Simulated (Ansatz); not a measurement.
## Rh: equation of state with revPBE

**Measured values to compare with.**

“Thermal equation of state of rhodium characterized by XRD in a resistively heated diamond anvil cell”, 2024, pmc:11535440 quotes, for a bulk crystal of Rh: bulk modulus 264 ± 1 GPa.

The system is Rh.

```
Rh
1.0
     0.00000    1.89785    1.89785
     1.89785    0.00000    1.89785
     1.89785    1.89785    0.00000
Rh
1
Cartesian
  0.0000 0.0000 0.0000
```

```json
{
 "Program": "Ansatz 0.2.0",
 "Task": "equation of state",
 "Functional": "revPBE",
 "Potentials or basis": "PseudoDojo PBEsol",
 "Cutoff": "1197 eV",
 "Density cutoff": "4789 eV",
 "k mesh": "12 × 12 × 12",
 "Occupations": "fermi-dirac, width 0.05 eV",
 "Spin": "no spin polarisation"
}
```

```json
{
  "Equilibrium volume": "14.23 Å³/atom",
  "Bulk modulus": "245 GPa",
  "Pressure derivative of the bulk modulus": "5.2"
}
```

Energy against volume, from the lowest point:
| volume (Å³/atom) | energy (meV/atom) |
| --- | --- |
| 12.851 | 125.79 |
| 13.125 | 77.39 |
| 13.398 | 42.00 |
| 13.671 | 18.14 |
| 13.945 | 4.52 |
| 14.218 | 0.00 |
| 14.492 | 3.54 |

All runs of the series together: 24 s on 1 thread of Arm Neoverse V2 (shared host).

Against the measured bulk modulus of Rh, 264 GPa (quoted in “Thermal equation of state of rhodium characterized by XRD in a resistively heated diamond anvil cell”, 2024, pmc:11535440), the calculated 245 GPa is off by -7.3 %. The fit is for a static lattice scaled at fixed shape and fixed fractional positions.

Caveat: the potentials were made for another functional, which shifts forces and pressure. revPBE gives volumes clearly too large for solids.
